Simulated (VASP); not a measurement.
## TePb: relaxation of the atoms with PBE

TePb:

```
CELL_PARAMETERS angstrom
0.00000 3.23580 3.23580
3.23580 0.00000 3.23580
3.23580 3.23580 0.00000
ATOMIC_POSITIONS crystal
Te 0.50000 0.50000 0.50000
Pb 0.00000 0.00000 0.00000
```

The cell isn't the ideal one: a relaxed cell with its volume scaled by 0.96.

```json
{
  "Program": "VASP 6.6.1",
  "Task": "relaxation of the atoms",
  "Functional": "PBE",
  "Potentials or basis": "VASP PAW PBE potentials, release 64 (Te, Pb)",
  "Cutoff": "300 eV",
  "k mesh": "4 × 4 × 4",
  "Occupations": "gaussian, width 0.03 eV",
  "Spin": "no spin polarisation",
  "Further INCAR settings": "ALGO = Normal; EDIFF = 1e-07; IBRION = 2; EDIFFG = -0.01; NSW = 40"
}
```

| Item | Value |
| --- | --- |
| Pressure after relaxing | 1.8 GPa |
| Band gap on the k mesh | 0.74 eV, direct |

Final structure:
```
Te Pb
1.0
     0.00000    3.23580    3.23580
     3.23580    0.00000    3.23580
     3.23580    3.23580    0.00000
Te Pb
1 1
Direct
  0.50000 0.50000 0.50000
  0.00000 0.00000 0.00000
```

Levels at points of the mesh, in eV from the valence-band top:
```
           k point  band 3  band 4  band 5  band 6  band 7  band 8
(0.00, 0.00, 0.00)   -1.33   -1.33   -1.33    4.08    4.08    4.08
(0.50, 0.00, 0.00)   -0.89   -0.89    0.00    0.74    1.29    1.29
(0.50, 0.50, 0.00)   -4.46   -2.77   -2.77    3.31    5.47    5.47
```

Run time: 3.5 s on 1 thread of Intel(R) Xeon(R) 6975P-C (Granite Rapids), with other jobs on the host, peak memory 0.15 GiB.

Caveat: the k mesh is coarse (spacing up to 0.42 Å⁻¹), so the values aren't converged; the relaxation stopped at its first step, so nothing moved; spin-orbit coupling is left out, which as a rule narrows the gap of such compounds by several tenths of an eV. A k mesh can miss the band edges.
